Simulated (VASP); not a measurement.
A VASP 6.6.1 single-point calculation on Li$_{2}$O

INCAR

```
ISMEAR = -1
NELECT = 12.5
IBRION = -1
LWAVE = .FALSE.
NBANDS = 13
LASPH = .TRUE.
PREC = Accurate
ISIF = 2
SIGMA = 0.02
NSW = 0
LREAL = .FALSE.
GGA = PE
EDIFF = 1E-7
NELM = 120
ENCUT = 520
LCHARG = .FALSE.
```

KPOINTS

```
KPOINTS created by Atomic Simulation Environment
0
Gamma
5 5 5
0 0 0
```

POSCAR

```
Li O
 1.0000000000000000
     0.0000000000000000    2.2577894089999999    2.2923106252999998
     2.2577894089999999    0.0000000000000000    2.2923106252999998
     2.2577894089999999    2.2577894089999999    0.0000000000000000
 Li  O
   2   1
Cartesian
  1.1288947045000000  1.1288947045000000  1.1461553126499999
  3.3866841134999999  3.3866841134999999  3.4384659379500002
  0.0000000000000000  0.0000000000000000  0.0000000000000000
```

The recommended PBE PAW datasets give the neutral cell 12 valence electrons.

Command

```
mpirun -np 1 vasp_std
```

**Question.** Predict the outcome of this run.

**Answer.** It converged. Results: pressure 39.9 GPa.

OSZICAR

```
N       E                     dE             d eps       ncg     rms          rms(c)
DAV:   1     0.503618258168E+02    0.50362E+02   -0.58752E+03   476   0.101E+03
DAV:   2    -0.707353723779E+01   -0.57435E+02   -0.55464E+02   579   0.236E+02
DAV:   3    -0.124870230401E+02   -0.54135E+01   -0.52605E+01   823   0.503E+01
DAV:   4    -0.125392335143E+02   -0.52210E-01   -0.52207E-01   544   0.667E+00
DAV:   5    -0.125396877456E+02   -0.45423E-03   -0.45423E-03   666   0.447E-01    0.784E+00
DAV:   6    -0.106824676239E+02    0.18572E+01   -0.94249E+00   493   0.171E+01    0.280E+00
DAV:   7    -0.106407123840E+02    0.41755E-01   -0.23900E-01   578   0.337E+00    0.140E+00
DAV:   8    -0.106323411516E+02    0.83712E-02   -0.75762E-02   513   0.253E+00    0.490E-01
DAV:   9    -0.106296614699E+02    0.26797E-02   -0.86569E-03   561   0.772E-01    0.998E-02
DAV:  10    -0.106298322635E+02   -0.17079E-03   -0.40874E-04   578   0.181E-01    0.558E-02
DAV:  11    -0.106298010823E+02    0.31181E-04   -0.93392E-05   578   0.884E-02    0.866E-03
DAV:  12    -0.106298000020E+02    0.10803E-05   -0.21339E-06   568   0.152E-02    0.170E-03
DAV:  13    -0.106297998743E+02    0.12769E-06   -0.39640E-07   611   0.532E-03    0.547E-04
DAV:  14    -0.106297998161E+02    0.58200E-07   -0.96456E-09   339   0.107E-03
   1 F= -.10629800E+02 E0= -.10629127E+02  d E =-.134506E-02
```

The cell is charged and sits in a uniform background.

For comparison, a separate PBE run of the intended cell, on usual settings and not on those above, gives a gap of 5.04 eV on its mesh and a pressure of 5.2 GPa.
